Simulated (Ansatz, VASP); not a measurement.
# HgTe in two plane-wave programs, part 2 of 2

One calculation is typed for both programs; each brings its own data sets. How far apart do they land? The cell is generated by rule, not measured, and may not be a known phase. The cell is taken from a series of runs on this material, whose earlier steps may have relaxed, scaled, displaced or heated it; both programs get it as it stands.

VASP 6.6.1 and Ansatz 0.2.0.

So far: Set-up; Ansatz: zone-centre phonons, PBE.

## 3. VASP: zone-centre phonons, PBE

Level of this step: PBE; plane waves and PAW (Hg, Te); invented cell (VASP).

The same cell, functional, mesh and smearing now go to VASP, with its own data sets.

Lines of VASP's logs that name or quote its potential files are left out, and so is its time.

File INCAR:

```
SYSTEM = HgTe
PREC = Accurate
ENCUT = 500
EDIFF = 1E-08
NELM = 120
ISMEAR = 1
SIGMA = 0.15
LREAL = .FALSE.
ALGO = Normal
GGA = PE
NBANDS = 24
LORBIT = 11
LWAVE = .FALSE.
LCHARG = .FALSE.
ISIF = 2
IBRION = 8
LASPH = .TRUE.
GGA_COMPAT = .FALSE.
KPAR = 2
```

File POSCAR:

```
HgTe
1.0
    4.2647185345      0.0000027785      0.0000000000
   -2.1323616735      3.6933532016      0.0000000000
    0.0000000000      0.0000000000      7.4670364397
Hg Te
2 2
Direct
    0.0000000000      0.0000000000      0.0000000000
    0.0000000000      0.0000000000      0.5000000000
    0.3333333333      0.6666666667      0.2500000000
    0.6666666667      0.3333333333      0.7500000000
```

File KPOINTS:

```
Automatic mesh
0
Gamma
10 10 6
0 0 0
```

PAW data sets: Hg and Te (PBE family, release 64).

Run with:

```
$ mpirun -np 2 vasp_std
```

Numbers of over 12 decimals in the logs are rounded to 6 here.

Output:

```text
[banner, memory and clock lines left out]
running    2 mpi-ranks, on    1 nodes
 distrk:  each k-point on    1 cores,    2 groups
 distr:  one band on    1 cores,    1 groups

 POSCAR found type information on POSCAR HgTe
 POSCAR found :  2 types and       4 ions
 LDA part: xc-table for (Slater+PW92), standard interpolation
 POSCAR, INCAR and KPOINTS ok, starting setup
 FFT: planning ... GRIDC
 FFT: planning ... GRID_SOFT
 FFT: planning ... GRID
 WAVECAR not read
 entering main loop
       N       E                     dE             d eps       ncg     rms          rms(c)
DAV:   1     0.229757781179E+03    0.22976E+03   -0.15850E+04  2688   0.128E+03
DAV:   2     0.383371182893E+01   -0.22592E+03   -0.21829E+03  3040   0.299E+02
DAV:   3    -0.674400728973E+01   -0.10578E+02   -0.10416E+02  3248   0.645E+01
DAV:   4    -0.686059900373E+01   -0.11659E+00   -0.11651E+00  3368   0.610E+00
DAV:   5    -0.686179320438E+01   -0.11942E-02   -0.11942E-02  3384   0.601E-01    0.945E+00
DAV:   6    -0.648897967689E+01    0.37281E+00   -0.10141E+00  2880   0.102E+01    0.742E+00
DAV:   7    -0.649027795135E+01   -0.12983E-02   -0.24202E-01  3088   0.263E+00    0.234E+00
DAV:   8    -0.648752213226E+01    0.27558E-02   -0.25260E-02  2824   0.151E+00    0.573E-01
DAV:   9    -0.648752632470E+01   -0.41924E-05   -0.31261E-03  3240   0.509E-01    0.751E-02
DAV:  10    -0.648752826231E+01   -0.19376E-05   -0.19206E-04  3056   0.144E-01    0.318E-02
DAV:  11    -0.648754506345E+01   -0.16801E-04   -0.70291E-05  3000   0.690E-02    0.370E-02
DAV:  12    -0.648754131377E+01    0.37497E-05   -0.42371E-05  2928   0.627E-02    0.538E-03
DAV:  13    -0.648753987533E+01    0.14384E-05   -0.39184E-06  2936   0.184E-02    0.116E-02
DAV:  14    -0.648753990971E+01   -0.34383E-07   -0.42625E-07  3200   0.385E-03    0.430E-03
DAV:  15    -0.648753990581E+01    0.39017E-08   -0.21787E-08  2784   0.937E-04
   1 F= -.64875399E+01 E0= -.64874510E+01  d E =-.266617E-03
 Linear response reoptimize wavefunctions to high precision
DAV:   1    -0.648754002497E+01   -0.11917E-06   -0.21784E-08  2976   0.859E-04
DAV:   2    -0.648754002511E+01   -0.13824E-09   -0.18099E-09  1640   0.236E-04
DAV:   3    -0.648754002514E+01   -0.26830E-10   -0.15921E-10  1568   0.708E-05
 Linear response DOF=           4
 Linear response progress:
  Degree of freedom:   1/  4
       N       E                     dE             d eps       ncg     rms          rms(c)
RMM:   1    -0.378528732018E+00   -0.37853E+00   -0.15101E-01 13609   0.239E+00
RMM:   2    -0.377777364970E+00    0.75137E-03   -0.13481E-03 12626   0.209E-01    0.525E-02
RMM:   3    -0.377299460994E+00    0.47790E-03   -0.35146E-05 13688   0.323E-02    0.308E-02
RMM:   4    -0.376752800544E+00    0.54666E-03   -0.21922E-05 12832   0.248E-02    0.572E-03
RMM:   5    -0.376704306001E+00    0.48495E-04   -0.97054E-07 14039   0.569E-03    0.838E-04
RMM:   6    -0.376716798010E+00   -0.12492E-04   -0.41742E-09 14089   0.956E-04    0.362E-04
RMM:   7    -0.376716665734E+00    0.13228E-06    0.88018E-08 14097   0.478E-04    0.529E-05
RMM:   8    -0.376716665597E+00    0.13697E-09    0.51917E-08 14326   0.784E-05    0.325E-05
 first order change of Fermi-energy   0.11856E-04
 force on displaced ion       1 direction 1 :  -1.718  -0.000   0.000
 Linear response progress:
  Degree of freedom:   2/  4
       N       E                     dE             d eps       ncg     rms          rms(c)
RMM:   1    -0.394718008506E+00   -0.39472E+00   -0.14776E-01  5756   0.242E+00
RMM:   2    -0.393521578646E+00    0.11964E-02   -0.15100E-03  5283   0.224E-01    0.922E-02
RMM:   3    -0.392947645723E+00    0.57393E-03   -0.17805E-04  5599   0.558E-02    0.645E-02
RMM:   4    -0.392667715646E+00    0.27993E-03   -0.26889E-05  5734   0.175E-02    0.347E-02
RMM:   5    -0.392335980025E+00    0.33174E-03   -0.16115E-05  5503   0.171E-02    0.567E-03
RMM:   6    -0.392330685048E+00    0.52950E-05   -0.63063E-07  5762   0.449E-03    0.158E-03
RMM:   7    -0.392334320799E+00   -0.36358E-05    0.36327E-08  5896   0.789E-04    0.631E-04
RMM:   8    -0.392334199551E+00    0.12125E-06   -0.76700E-09  5762   0.525E-04    0.104E-04
RMM:   9    -0.392333993332E+00    0.20622E-06   -0.96142E-09  5975   0.998E-05    0.449E-05
RMM:  10    -0.392334093266E+00   -0.99934E-07   -0.21292E-08  5482   0.658E-05    0.704E-06
RMM:  11    -0.392334177460E+00   -0.84195E-07   -0.75612E-09  6018   0.164E-05    0.335E-06
RMM:  12    -0.392334177547E+00   -0.86562E-10   -0.39325E-09  5311   0.896E-06    0.161E-06
 first order change of Fermi-energy   0.79025E-05
 force on displaced ion       1 direction 3 :  -0.000   0.000  -3.261
 Linear response progress:
  Degree of freedom:   3/  4
       N       E                     dE             d eps       ncg     rms          rms(c)
RMM:   1    -0.450143747347E-01   -0.45014E-01    0.50091E-02 23174   0.795E-01
RMM:   2    -0.453814894510E-01   -0.36711E-03   -0.14269E-03 15476   0.193E-01    0.721E-02
RMM:   3    -0.454230254215E-01   -0.41536E-04   -0.33498E-05 16411   0.392E-02    0.478E-02
RMM:   4    -0.454971930984E-01   -0.74168E-04   -0.70480E-07 16550   0.246E-02    0.589E-03
RMM:   5    -0.455059441292E-01   -0.87510E-05    0.13549E-06 17008   0.417E-03    0.397E-03
RMM:   6    -0.455135492192E-01   -0.76051E-05   -0.89081E-07 16918   0.193E-03    0.939E-04
RMM:   7    -0.455136616541E-01   -0.11243E-06    0.19143E-07 17238   0.374E-04    0.446E-04
RMM:   8    -0.455141183694E-01   -0.45672E-06    0.19074E-07 16900   0.221E-04    0.280E-05
RMM:   9    -0.455141380578E-01   -0.19688E-07    0.72397E-08 17372   0.439E-05    0.141E-05
RMM:  10    -0.455141314509E-01    0.66069E-08    0.20002E-08 17256   0.134E-05    0.670E-06
 first order change of Fermi-energy  -0.57203E-04
 force on displaced ion       3 direction 1 :  -1.088  -0.000   0.000
 Linear response progress:
  Degree of freedom:   4/  4
       N       E                     dE             d eps       ncg     rms          rms(c)
RMM:   1    -0.601223625327E-01   -0.60122E-01    0.62865E-02  8825   0.829E-01
RMM:   2    -0.599334873284E-01    0.18888E-03   -0.15725E-03  5355   0.215E-01    0.105E-01
RMM:   3    -0.599589590077E-01   -0.25472E-04   -0.12861E-04  5292   0.678E-02    0.812E-02
RMM:   4    -0.599864880950E-01   -0.27529E-04   -0.15070E-05  5680   0.244E-02    0.188E-02
RMM:   5    -0.599903563607E-01   -0.38683E-05   -0.15021E-06  5827   0.575E-03    0.262E-03
RMM:   6    -0.599901818313E-01    0.17453E-06   -0.72946E-07  5848   0.166E-03    0.118E-03
RMM:   7    -0.599906291086E-01   -0.44728E-06   -0.15647E-07  5847   0.673E-04    0.377E-04
RMM:   8    -0.599910168277E-01   -0.38772E-06   -0.16441E-07  5946   0.194E-04    0.899E-05
RMM:   9    -0.599910989195E-01   -0.82092E-07   -0.18580E-08  5914   0.758E-05    0.178E-05
RMM:  10    -0.599910507857E-01    0.48134E-07   -0.88372E-09  5856   0.291E-05    0.445E-06
RMM:  11    -0.599910631688E-01   -0.12383E-07   -0.26947E-08  5494   0.115E-05    0.195E-06
RMM:  12    -0.599910706037E-01   -0.74349E-08   -0.95257E-09  5242   0.505E-06    0.820E-07
 first order change of Fermi-energy  -0.63851E-04
 force on displaced ion       3 direction 3 :   0.000  -0.000  -2.417
 Linear response finished
```

Parts of OUTCAR (step 3):

```text
ion  position               nearest neighbor table
   1  0.000  0.000  0.000-   3 3.09   4 3.09   3 3.09   4 3.09   4 3.09   3 3.09   2 3.73   2 3.73

  LATTYP: Found a hexagonal cell.
 ALAT       =     4.2647185345
 C/A-ratio  =     1.7508861087

 Subroutine GETGRP returns: Found 24 space group operations
 (whereof 12 operations were pure point group operations)

The static configuration has the point symmetry D_3d.
 The point group associated with its full space group is D_6h.

 Found     56 irreducible k-points:

   k-points           NKPTS =     56   k-points in BZ     NKDIM =     56   number of bands    NBANDS=     24

   dimension x,y,z NGX =    32 NGY =   32 NGZ =   54
   dimension x,y,z NGXF=    64 NGYF=   64 NGZF=  108

   ENCUT  =  500.0 eV  36.75 Ry    6.06 a.u.   7.78  7.78 13.61*2*pi/ulx,y,z

   NELECT =      36.0000    total number of electrons

 k-points in reciprocal lattice and weights: Automatic mesh
   0.00000000  0.00000000  0.00000000       0.002
   0.10000000 -0.00000000  0.00000000       0.010
   0.20000000 -0.00000000  0.00000000       0.010
   0.30000000 -0.00000000  0.00000000       0.010
   0.40000000 -0.00000000  0.00000000       0.010
   0.50000000  0.00000000  0.00000000       0.005
   0.10000000  0.10000000  0.00000000       0.010
   0.20000000  0.10000000  0.00000000       0.020
   0.30000000  0.10000000  0.00000000       0.020
[...]
0.40000000  0.20000000  0.50000000       0.010
   0.30000000  0.30000000  0.50000000       0.010

 average (electrostatic) potential at core
       1 -39.1050       2 -39.1050       3 -90.3312       4 -90.3312

  Total        0.0716544      0.0716544      0.0900401      0.0000000      0.0000000     -0.0000000
  in kB        0.9760995      0.9760995      1.2265543      0.0000000      0.0000000     -0.0000000
  external PRESSURE =       1.0595844 kB  Pullay stress =       0.0000000 kB

  energy-cutoff  :      500.00
  volume of cell :      117.61
      direct lattice vectors                 reciprocal lattice vectors
     4.264718535  0.000002779  0.000000000     0.234481975  0.135378435  0.000000000
    -2.132361674  3.693353202  0.000000000    -0.000000176  0.270756564  0.000000000
     0.000000000  0.000000000  7.467036440     0.000000000  0.000000000  0.133921939

 POSITION                                       TOTAL-FORCE (eV/Angst)
 -----------------------------------------------------------------------------------
      0.00000      0.00000      0.00000        -0.000000     -0.000000      0.000000
      0.00000      0.00000      3.73352         0.000000     -0.000000      0.000000
     -0.00000      2.46224      1.86676         0.000000      0.000000      0.000000
      2.13236      1.23112      5.60028        -0.000000      0.000000      0.000000
 -----------------------------------------------------------------------------------
    total drift:                                0.000000     -0.000000      0.000000

 Eigenvectors and eigenvalues of the dynamical matrix
 ----------------------------------------------------

   1 f  =    2.589452 THz    16.270006 2PiTHz   86.374817 cm-1    10.709108 meV
             X         Y         Z           dx          dy          dz
      0.000000  0.000000  0.000000    -0.000000   -0.000000   -0.000000
      0.000000  0.000000  3.733518    -0.000000   -0.000000   -0.000000
     -0.000002  2.462236  1.866759     0.000000    0.000000   -0.707107
      2.132358  1.231120  5.600277     0.000000    0.000000    0.707107

   2 f  =    2.515353 THz    15.804430 2PiTHz   83.903148 cm-1    10.402660 meV
             X         Y         Z           dx          dy          dz
      0.000000  0.000000  0.000000     0.000000   -0.000000    0.707107
      0.000000  0.000000  3.733518     0.000000   -0.000000   -0.707107
     -0.000002  2.462236  1.866759    -0.000000    0.000000   -0.000000
      2.132358  1.231120  5.600277    -0.000000    0.000000    0.000000

   3 f  =    2.328583 THz    14.630917 2PiTHz   77.673158 cm-1     9.630240 meV
             X         Y         Z           dx          dy          dz
      0.000000  0.000000  0.000000     0.440775    0.020070   -0.000000
      0.000000  0.000000  3.733518     0.440775    0.020070    0.000000
     -0.000002  2.462236  1.866759    -0.551981   -0.025133    0.000000
      2.132358  1.231120  5.600277    -0.551981   -0.025133    0.000000

   4 f  =    2.328583 THz    14.630917 2PiTHz   77.673158 cm-1     9.630240 meV
             X         Y         Z           dx          dy          dz
      0.000000  0.000000  0.000000    -0.020070    0.440775    0.000000
      0.000000  0.000000  3.733518    -0.020070    0.440775   -0.000000
     -0.000002  2.462236  1.866759     0.025133   -0.551981    0.000000
      2.132358  1.231120  5.600277     0.025133   -0.551981    0.000000

   5 f  =    2.043453 THz    12.839396 2PiTHz   68.162269 cm-1     8.451040 meV
             X         Y         Z           dx          dy          dz
      0.000000  0.000000  0.000000     0.000000    0.000000    0.440459
      0.000000  0.000000  3.733518     0.000000    0.000000    0.440459
     -0.000002  2.462236  1.866759    -0.000000   -0.000000   -0.553169
      2.132358  1.231120  5.600277    -0.000000   -0.000000   -0.553169

   6 f  =    1.440713 THz     9.052266 2PiTHz   48.057011 cm-1     5.958307 meV
             X         Y         Z           dx          dy          dz
      0.000000  0.000000  0.000000     0.706374    0.032191    0.000000
      0.000000  0.000000  3.733518    -0.706374   -0.032191   -0.000000
     -0.000002  2.462236  1.866759     0.000000    0.000000    0.000000
      2.132358  1.231120  5.600277    -0.000000   -0.000000   -0.000000

   7 f  =    1.440713 THz     9.052266 2PiTHz   48.057011 cm-1     5.958307 meV
             X         Y         Z           dx          dy          dz
      0.000000  0.000000  0.000000    -0.032191    0.706374   -0.000000
      0.000000  0.000000  3.733518     0.032191   -0.706374    0.000000
     -0.000002  2.462236  1.866759     0.000000    0.000000   -0.000000
      2.132358  1.231120  5.600277    -0.000000   -0.000000    0.000000

   8 f  =    0.926217 THz     5.819595 2PiTHz   30.895283 cm-1     3.830525 meV
             X         Y         Z           dx          dy          dz
      0.000000  0.000000  0.000000    -0.000000   -0.000000   -0.000000
      0.000000  0.000000  3.733518     0.000000    0.000000   -0.000000
     -0.000002  2.462236  1.866759     0.706373    0.032203   -0.000000
      2.132358  1.231120  5.600277    -0.706373   -0.032203   -0.000000

   9 f  =    0.926217 THz     5.819595 2PiTHz   30.895283 cm-1     3.830525 meV
             X         Y         Z           dx          dy          dz
      0.000000  0.000000  0.000000    -0.000000    0.000000    0.000000
      0.000000  0.000000  3.733518     0.000000    0.000000    0.000000
     -0.000002  2.462236  1.866759    -0.032203    0.706373    0.000000
      2.132358  1.231120  5.600277     0.032203   -0.706373    0.000000

  10 f/i=    0.001366 THz     0.008586 2PiTHz    0.045581 cm-1     0.005651 meV
             X         Y         Z           dx          dy          dz
      0.000000  0.000000  0.000000    -0.293179    0.468359   -0.000000
      0.000000  0.000000  3.733518    -0.293179    0.468359   -0.000000
     -0.000002  2.462236  1.866759    -0.234113    0.374001   -0.000000
      2.132358  1.231120  5.600277    -0.234113    0.374001   -0.000000

  11 f/i=    0.001366 THz     0.008586 2PiTHz    0.045581 cm-1     0.005651 meV
             X         Y         Z           dx          dy          dz
      0.000000  0.000000  0.000000    -0.468359   -0.293179   -0.000000
      0.000000  0.000000  3.733518    -0.468359   -0.293179   -0.000000
     -0.000002  2.462236  1.866759    -0.374001   -0.234113   -0.000000
      2.132358  1.231120  5.600277    -0.374001   -0.234113   -0.000000

  12 f/i=    0.001660 THz     0.010429 2PiTHz    0.055364 cm-1     0.006864 meV
             X         Y         Z           dx          dy          dz
      0.000000  0.000000  0.000000     0.000000   -0.000000   -0.553169
      0.000000  0.000000  3.733518     0.000000   -0.000000   -0.553169
     -0.000002  2.462236  1.866759     0.000000   -0.000000   -0.440459
      2.132358  1.231120  5.600277     0.000000   -0.000000   -0.440459

 ELASTIC MODULI CONTR FROM IONIC RELAXATION (kBar)
 Direction    XX          YY          ZZ          XY          YZ          ZX
 --------------------------------------------------------------------------------
 XX        -104.8761    104.8761      0.0000     -0.0000     -0.0000     -0.0000
 YY         104.8761   -104.8761     -0.0000     -0.0000      0.0000      0.0000
 ZZ           0.0000     -0.0000     -0.0000     -0.0000      0.0000      0.0000
 XY          -0.0000     -0.0000     -0.0000   -104.8761      0.0000      0.0000
 YZ          -0.0000      0.0000      0.0000      0.0000     -0.0000     -0.0000
 ZX          -0.0000      0.0000      0.0000      0.0000     -0.0000     -0.0000
 --------------------------------------------------------------------------------
```

## 4. Differences

Known differences besides the potentials themselves: the data sets hold 72 valence electrons in Ansatz (on its default PAW (the set named soft_2) files) and 36 in VASP; the cutoff is 420 eV in Ansatz and 500 eV in VASP. Total energies have different zeros and are not compared.

Compared:

| quantity | Ansatz | VASP | difference |
| --- | --- | --- | --- |
| optical mode 1 to 2 (cm⁻¹) | 28.9 | 30.9 | -2.0 |
| optical mode 3 to 4 (cm⁻¹) | 47.8 | 48.1 | -0.2 |
| optical mode 5 (cm⁻¹) | 67.7 | 68.2 | -0.69 % |
| optical mode 6 to 7 (cm⁻¹) | 77.1 | 77.7 | -0.76 % |
| optical mode 8 (cm⁻¹) | 83.5 | 83.9 | -0.47 % |
| optical mode 9 (cm⁻¹) | 86.0 | 86.4 | -0.43 % |

Modes are paired by rising frequency, not by their patterns, so a pair may set unlike modes beside each other; they are those without the splitting of longitudinal modes.

## 5. What came out

| Item | Value |
| --- | --- |
| r.m.s. difference of the optical zone-centre modes, each program's sorted by frequency (zone-centre phonons, PBE) | 1.00 cm⁻¹ |
| difference in optical mode 6 to 7 (zone-centre phonons, PBE) | -0.8 % |

The r.m.s. difference of the optical zone-centre modes, each program's sorted by frequency is 1.00 cm⁻¹ (zone-centre phonons, PBE). The data sets hold unlike numbers of valence electrons (72 in Ansatz and 36 in VASP), so part of the differences comes from the potentials. Among the rows given in per cent, the largest difference of the zone-centre phonons, PBE pair is in optical mode 6 to 7, -0.8 %. Such differences can come from data sets, numerical settings and the points named under the comparisons, not from the functional's error against experiment.

[Lines on the potential files, build, host, timing and source positions are cut from VASP's logs without a mark.]

[Logs are printed without paths, hosts, clocks, repeated set-up lines and the standing remarks that a program may print on its own settings, such as how far it seeks lower states.]

[Hosts, paths, dates, database ids (printed as entryN), source tags and the programs' standing remarks are cut or masked in the printed files.]
